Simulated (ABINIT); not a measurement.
# TePb (Fm-3m) in ABINIT: a series of runs, part 2 of 2

ABINIT 10.8.3 (patched build). The steps go on from the part before.

**3. Relaxation of cell and atoms, PBEsol**

Input file run.abi:

```
# Pseudopotentials
pp_dirpath "./"
pseudos "Pb.upf, Te.upf"

# Structure
acell 3*1.0
rprim
     0.0000000000     6.1057051087     6.1057051087
     6.1057051087     0.0000000000     6.1057051087
     6.1057051087     6.1057051087     0.0000000000
ntypat 2
znucl 82 52
natom 2
typat 1 2
chkprim 0
chksymtnons 0
tolsym 1.0e-6
xred
            0.0            0.0            0.0
            1/2            1/2            1/2

# Plane-wave basis
ecut 40.0
ecutsm 0.5

# k points
kptopt 1
ngkpt 5 5 5
nshiftk 1
shiftk 0.0 0.0 0.0

# Exchange and correlation
ixc -116133

# Bands and occupations
nband 19
occopt 3
tsmear 0.05 eV

# SCF cycle
nstep 80
tolvrs 1.0e-12

# Output
iomode 3
prteig 0
prtebands 0
prtwf 0
prtden 0

# Relaxation
ionmov 2
optcell 2
ntime 50
tolmxf 2.0e-5
dilatmx 1.08
```

Potentials or basis: PseudoDojo NC SR PBEsol v0.4.1 standard.

Run with:

```
$ abinit run.abi > log 2>&1
```

run.abo:

```text
.Version 10.8.3 of ABINIT
 Symmetries : space group Fm -3 m (#225); Bravais cF (face-center cubic)
================================================================================
 Values of the parameters that define the memory need of the present run
     intxc =       0    ionmov =       2      iscf =       7    lmnmax =       6
     lnmax =       6     mgfft =      54  mpssoang =       3    mqgrid =    3001
     natom =       2  nloc_mem =       1    nspden =       1   nspinor =       1
    nsppol =       1      nsym =      48    n1xccc =    2501    ntypat =       2
    occopt =       3   xclevel =       2
       mpw =        6970          nfft =      157464          nkpt =          10
================================================================================
================================================================================

--------------------------------------------------------------------------------
------------- Echo of variables that govern the present computation ------------
--------------------------------------------------------------------------------
 -outvars: echo values of preprocessed input variables --------
            acell      1.0000000000E+00  1.0000000000E+00  1.0000000000E+00 Bohr
              amu      2.07200000E+02  1.27600000E+02
          chkprim           0
      chksymtnons           0
          dilatmx      1.08000000E+00
             ecut      4.00000000E+01 Hartree
           ecutsm      5.00000000E-01 Hartree
           ionmov           2
              ixc     -116133
         kptrlatt        5    0    0      0    5    0      0    0    5
          kptrlen      4.31738549E+01
            natom           2
            nband          19
            ngfft          54      54      54
             nkpt          10
            nstep          80
             nsym          48
            ntime          50
           ntypat           2
           occopt           3
          optcell           2
           prtden           0
        prtebands           0
           prteig           0
            prtwf           0
            rprim      0.0000000000E+00  6.1057051087E+00  6.1057051087E+00
                       6.1057051087E+00  0.0000000000E+00  6.1057051087E+00
                       6.1057051087E+00  6.1057051087E+00  0.0000000000E+00
          spgroup         225
[... 367 lines left out ...]
    2      3.22209346845746     3.22209346845746     3.22209346845746

 cartesian forces (hartree/bohr) at end:
    1     -0.00000000000000    -0.00000000000000    -0.00000000000000
    2     -0.00000000000000    -0.00000000000000    -0.00000000000000
 frms,max,avg= 0.0000000E+00 0.0000000E+00   0.000E+00  0.000E+00  0.000E+00 h/b

 cartesian forces (eV/Angstrom) at end:
    1     -0.00000000000000    -0.00000000000000    -0.00000000000000
    2     -0.00000000000000    -0.00000000000000    -0.00000000000000
 frms,max,avg= 0.0000000E+00 0.0000000E+00   0.000E+00  0.000E+00  0.000E+00 e/A
 length scales=  8.610968483775  8.610968483775  8.610968483775 bohr
              =  4.556728282326  4.556728282326  4.556728282326 angstroms
 Fermi (or HOMO) energy (hartree) =   0.16675   Average Vxc (hartree)=  -0.36672
 Eigenvalues (hartree) for nkpt=  10  k points:
 kpt#   1, nband= 19, wtk=  0.00800, kpt=  0.0000  0.0000  0.0000 (reduced coord)
  -1.17812   -1.17812   -1.17792   -1.17792   -1.17792   -0.46071   -0.46071   -0.46034
  -0.46034   -0.46034   -0.29390   -0.05506    0.10119    0.10119    0.10119    0.30145
   0.30145    0.30145    0.36310
      occupation numbers for kpt#   1
   2.00000    2.00000    2.00000    2.00000    2.00000    2.00000    2.00000    2.00000
   2.00000    2.00000    2.00000    2.00000    2.00000    2.00000    2.00000    0.00000
   0.00000    0.00000    0.00000
 prteigrs : prtvol=0 or 1, do not print more k-points.

--- !EnergyTerms
iteration_state     : {dtset: 1, itime: 3, icycle: 1, }
comment             : Components of total free energy in Hartree
kinetic             :  9.13754875166351E+01
hartree             :  4.07020510052765E+01
xc                  : -4.41928761491681E+01
Ewald energy        : -1.05132652714912E+02
psp_core            :  5.39247005249946E+00
local_psp           : -1.19181206759567E+02
non_local_psp       : -4.39390951292604E+01
internal            : -1.74975822178497E+02
'-kT*entropy'       : -9.27660916917727E-08
total_energy        : -1.74975822271263E+02
total_energy_eV     : -4.76133468353146E+03
band_energy         : -1.66810435061933E+01
...

 Cartesian components of stress tensor (hartree/bohr^3)
  sigma(1 1)= -1.16427079E-07  sigma(3 2)=  0.00000000E+00
  sigma(2 2)= -1.16427079E-07  sigma(3 1)=  0.00000000E+00
  sigma(3 3)= -1.16427079E-07  sigma(2 1)=  0.00000000E+00

-Cartesian components of stress tensor (GPa)         [Pressure=  3.4254E-03 GPa]
- sigma(1 1)= -3.42540292E-03  sigma(3 2)=  0.00000000E+00
- sigma(2 2)= -3.42540292E-03  sigma(3 1)=  0.00000000E+00
- sigma(3 3)= -3.42540292E-03  sigma(2 1)=  0.00000000E+00

== END DATASET(S) ==============================================================
================================================================================

 -outvars: echo values of variables after computation  --------
            acell      8.6109684838E+00  8.6109684838E+00  8.6109684838E+00 Bohr
           etotal     -1.7497582227E+02
            fcart     -0.0000000000E+00 -0.0000000000E+00 -0.0000000000E+00
                      -0.0000000000E+00 -0.0000000000E+00 -0.0000000000E+00
            rprim      0.0000000000E+00  7.0710678119E-01  7.0710678119E-01
                       7.0710678119E-01  0.0000000000E+00  7.0710678119E-01
                       7.0710678119E-01  7.0710678119E-01  0.0000000000E+00
           strten     -1.1642707890E-07 -1.1642707889E-07 -1.1642707889E-07
                       0.0000000000E+00  0.0000000000E+00  0.0000000000E+00
           xangst      0.0000000000E+00  0.0000000000E+00  0.0000000000E+00
                       3.2220934685E+00  3.2220934685E+00  3.2220934685E+00
             xred      0.0000000000E+00  0.0000000000E+00  0.0000000000E+00
                       5.0000000000E-01  5.0000000000E-01  5.0000000000E-01
 Calculation completed.
```

Run time: 2.4 min. Hardware: 1 thread of Arm Neoverse V1, shared host; peak memory 0.13 GiB.

What came out:

```yaml
Free_energy: -4761.3347 eV
Relaxed_volume: 33.45 Å³/atom
Relaxed_cell: a = 4.557 Å, b = 4.557 Å, c = 4.557 Å, α = 60.00°, β = 60.00°, γ = 60.00°
Space_group_after_relaxing_to_0.05_Å: Fm-3m (No. 225)
Energy_gained_by_relaxing: 0.3 meV/atom
Ionic_steps: 3
Pressure_after_relaxing: 0.0 GPa
```

Step by step:
```tsv
step	energy change (eV)	largest force (eV/Å)	pressure (GPa)	volume (Å³)
1	0.0000	0.0000	-0.36	67.46
2	-0.0002	0.0000	-0.31	67.38
3	-0.0006	0.0000	0.00	66.90
```

Final structure:
```xyz
2
Lattice="0.0000 3.2221 3.2221 3.2221 0.0000 3.2221 3.2221 3.2221 0.0000" Properties=species:S:1:pos:R:3 pbc="T T T"
Pb    0.0000    0.0000    0.0000
Te    3.2221    3.2221    3.2221
```

Caveat: this odd mesh misses L, where the gap lies, so gap, dielectric constants and Born charges aren't listed. Spin-orbit coupling is left out, which matters for the levels of Pb, Te.

**4. Single point, PBEsol (cell relaxed)**

Input file run.abi:

```
pp_dirpath "./"
pseudos "Pb.upf, Te.upf"

acell 3*1.0 Angstrom
rprim
     0.0000000000     3.2220934700     3.2220934700
     3.2220934700     0.0000000000     3.2220934700
     3.2220934700     3.2220934700     0.0000000000
ntypat 2
znucl 82 52
natom 2
typat 1 2
xred
     0.0000000000     0.0000000000     0.0000000000
     0.5000000000     0.5000000000     0.5000000000
chkprim 0
chksymtnons 0
tolsym 1.0e-6

ecut 40.0

kptopt 1
ngkpt 5 5 5
nshiftk 1
shiftk 0.0 0.0 0.0

ixc -116133

nband 19
occopt 3
tsmear 0.00183747

nstep 100
tolvrs 1.0e-10

iomode 3
prtwf 0
prteig 0
prtebands 0
enunit 2
prtvol 2
prtden 1
prtvha 1
prtvclmb 1
prtpot 1
prtelf 1
```

Run with:

```
$ abinit run.abi > log 2>&1
```

Wall time 41 s (1 thread of Arm Neoverse V1, shared host); peak memory 0.11 GiB.

It converged, with:

```yaml
Free_energy: -4761.3347 eV
Pressure: 0.0 GPa
Valence_electrons_inside_the_program's_atomic_spheres: Pb 10.04; Te 11.93
```

Levels at points of the mesh, in eV from the Fermi level:
```
           k point  band 11  band 12  band 13  band 14  band 15  band 16  band 17  band 18  band 19
(0.00, 0.00, 0.00)   -12.53    -6.04    -1.78    -1.78    -1.78     3.67     3.67     3.67     5.34
```

Caveat: this odd mesh misses L, where the gap lies, so gap, dielectric constants and Born charges aren't listed.

**5. Single point, PBE**

Input file run.abi:

```
pp_dirpath "./"
pseudos "Pb.upf, Te.upf"

acell 3*1.0 Angstrom
rprim
     0.0000000000     3.2310000000     3.2310000000
     3.2310000000     0.0000000000     3.2310000000
     3.2310000000     3.2310000000     0.0000000000
ntypat 2
znucl 82 52
natom 2
typat 1 2
xred
     0.0000000000     0.0000000000     0.0000000000
     0.5000000000     0.5000000000     0.5000000000

ecut 40.0

kptopt 1
ngkpt 5 5 5
nshiftk 1
shiftk 0.0 0.0 0.0

ixc 11

nband 19
occopt 3
tsmear 0.00183747

nstep 100
tolvrs 1.0e-10

iomode 3
prtwf 0
prtden 0
prteig 0
prtebands 0
prtvol 2
```

Potentials or basis: PseudoDojo NC SR PBE v0.4.1 standard.

Run with:

```
$ abinit run.abi > log 2>&1
```

run.abo:

```text
.Version 10.8.3 of ABINIT
 Symmetries : space group Fm -3 m (#225); Bravais cF (face-center cubic)
================================================================================
 Values of the parameters that define the memory need of the present run
     intxc =       0    ionmov =       0      iscf =       7    lmnmax =       6
     lnmax =       6     mgfft =      50  mpssoang =       3    mqgrid =    3001
     natom =       2  nloc_mem =       1    nspden =       1   nspinor =       1
    nsppol =       1      nsym =      48    n1xccc =    2501    ntypat =       2
    occopt =       3   xclevel =       2
       mpw =        5525          nfft =      125000          nkpt =          10
================================================================================
================================================================================

--------------------------------------------------------------------------------
------------- Echo of variables that govern the present computation ------------
--------------------------------------------------------------------------------
 -outvars: echo values of preprocessed input variables --------
            acell      1.8897261259E+00  1.8897261259E+00  1.8897261259E+00 Bohr
              amu      2.07200000E+02  1.27600000E+02
             ecut      4.00000000E+01 Hartree
              ixc          11
         kptrlatt        5    0    0      0    5    0      0    0    5
          kptrlen      4.31738549E+01
            natom           2
            nband          19
            ngfft          50      50      50
             nkpt          10
            nstep         100
             nsym          48
[... 283 lines left out ...]
hartree             :  4.09456622252425E+01
xc                  : -4.46291971625684E+01
Ewald energy        : -1.04842845445474E+02
psp_core            :  5.35389343859409E+00
local_psp           : -1.19714012393631E+02
non_local_psp       : -4.38825253239658E+01
internal            : -1.75270509411654E+02
'-kT*entropy'       : -5.07164239606305E-08
total_energy        : -1.75270509462371E+02
total_energy_eV     : -4.76935353051043E+03
band_energy         : -1.66298282554638E+01
...

 Cartesian components of stress tensor (hartree/bohr^3)
  sigma(1 1)= -7.28522121E-05  sigma(3 2)=  0.00000000E+00
  sigma(2 2)= -7.28522121E-05  sigma(3 1)=  0.00000000E+00
  sigma(3 3)= -7.28522121E-05  sigma(2 1)=  0.00000000E+00

-Cartesian components of stress tensor (GPa)         [Pressure=  2.1434E+00 GPa]
- sigma(1 1)= -2.14338608E+00  sigma(3 2)=  0.00000000E+00
- sigma(2 2)= -2.14338608E+00  sigma(3 1)=  0.00000000E+00
- sigma(3 3)= -2.14338608E+00  sigma(2 1)=  0.00000000E+00

== END DATASET(S) ==============================================================
================================================================================

 -outvars: echo values of variables after computation  --------
            acell      1.8897261259E+00  1.8897261259E+00  1.8897261259E+00 Bohr
           etotal     -1.7527050946E+02
            fcart     -0.0000000000E+00 -0.0000000000E+00 -0.0000000000E+00
                      -0.0000000000E+00 -0.0000000000E+00 -0.0000000000E+00
            rprim      0.0000000000E+00  3.2310000000E+00  3.2310000000E+00
                       3.2310000000E+00  0.0000000000E+00  3.2310000000E+00
                       3.2310000000E+00  3.2310000000E+00  0.0000000000E+00
           strten     -7.2852212129E-05 -7.2852212129E-05 -7.2852212129E-05
                       0.0000000000E+00  0.0000000000E+00  0.0000000000E+00
           xangst      0.0000000000E+00  0.0000000000E+00  0.0000000000E+00
                       3.2310000000E+00  3.2310000000E+00  3.2310000000E+00
             xred      0.0000000000E+00  0.0000000000E+00  0.0000000000E+00
                       5.0000000000E-01  5.0000000000E-01  5.0000000000E-01
 Calculation completed.
```

Wall time 37 s (1 thread of Arm Neoverse V1, shared host); peak memory 0.1 GiB.

Results:

```
Free energy                                           : -4769.3535 eV
Pressure                                              : 2.1 GPa
Valence electrons inside the program's atomic spheres : Pb 10.06; Te 11.95
```

Caveat: this odd mesh misses L, where the gap lies, so gap, dielectric constants and Born charges aren't listed.

**6. Overview**

```csv
task,level,potentials or basis,cell,cutoff (eV),cell freedom (optcell),optimiser (ionmov),cutoff smearing ecutsm (Ha),force stop (Ha/bohr),pressure (GPa)
single point,PBEsol,PseudoDojo NC SR PBEsol v0.4.1 standard,as given,925,-,-,-,-,-0.7
relaxation of cell and atoms,PBEsol,PseudoDojo NC SR PBEsol v0.4.1 standard,relaxed,1088,2,2,0.5,2e-05,0.0
single point,PBEsol,PseudoDojo NC SR PBEsol v0.4.1 standard,cell relaxed,1088,-,-,-,-,0.0
single point,PBE,PseudoDojo NC SR PBE v0.4.1 standard,as given,1088,-,-,-,-,2.1
```

Alike in all rows: no spin polarisation; k mesh 5 × 5 × 5; smearing fermi-dirac 0.05 eV.

Caveats: the cutoff is short for stress, so the pressure is rough (some runs).

Total energies depend on the potentials used, so only differences within one code and one set of settings carry meaning.
